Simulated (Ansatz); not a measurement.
# Lattice vibrations of HfO$_{2}$ at Γ at 12 GPa

Method: DFT PBE, scalar-relativistic, plane waves, PAW in Ansatz 0.2.0. Cutoff 420 eV, 8×8×8 k-points (Γ-centred), fixed occupations. No spin polarisation. Phonons by linear response, acoustic sum rule imposed.

The cell, relaxed at 12 GPa:
```xyz
3
Lattice="0.0000 2.5113 2.5113 2.5113 0.0000 2.5113 2.5113 2.5113 0.0000" Properties=species:S:1:pos:R:3 pbc="T T T"
Hf    0.0000    0.0000    0.0000
O     1.2557    1.2557    1.2557
O     3.7670    3.7670    3.7670
```

Spin–orbit coupling is left out, which can shift energies with elements as heavy as these. Other phases may be more stable at this pressure.

**Question.** Is this structure stable against zone-centre distortions?

**Answer.** Yes, at Γ: no optical mode is imaginary. Strains and other wave vectors aren't tested by this run.

**Question.** List the optical modes at Γ without the LO field (i marks imaginary ones).

**Answer.**
```csv
frequency (meV),degeneracy,IR intensity of the level ((D/Å)²/amu)
32.3,3,78.84
74.6,3,0.00
```

This fluorite-type form isn't the usual stable structure of the compound at low pressure.

Cost: 1 run of about 0.79 core-minutes, on Arm Neoverse V1 (shared hosts).